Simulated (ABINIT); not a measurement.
Runs of ABINIT 10.8.3 (patched build) on Sb. Symmetry: R-3m, No. 166, trigonal system. The conventional cell has a = 4.308 Å, b = 4.308 Å, c = 11.274 Å, α = 90.00°, β = 90.00°, γ = 120.00°. Sb (site symmetry 3m) has 3 Sb at 2.91 Å as nearest neighbours. 

| share of exact exchange | gap on the mesh (eV) | pressure (GPa) | largest force (eV/Å) |
| --- | --- | --- | --- |
| 0.25 | 2.04 | -0.9 | 0.74 |
| 0.15 | 1.74 | (a) | 0.47 |
| 0.35 | 2.35 | -2.7 | 1.04 |
| 0.5 | 2.82 | -5.3 | 1.48 |
| 0.05 | 1.44 | 2.4 | (b) |

Alike in all rows: task single point; level PBE0; potentials or basis SG15 NC PBE v1.2; no spin polarisation; cell as given; k mesh 3 × 3 × 3; cutoff (eV) 599; smearing fermi-dirac 0.05 eV; the mesh is coarse, so values aren't converged.

Task: Estimate the missing entries.

Result: (a) 0.8; (b) 0.22.

Caveats: all runs use coarse meshes; exact exchange is summed on a coarse mesh, which widens gaps by tenths of an eV; the potentials were made for another functional, which shifts forces and pressure; spin-orbit coupling is left out, which moves the levels of the heavy elements; an odd mesh through Γ misses points on the zone boundary, where band edges often lie.

A k mesh can miss the band edges, and the runs leave out spin-orbit coupling on Sb.
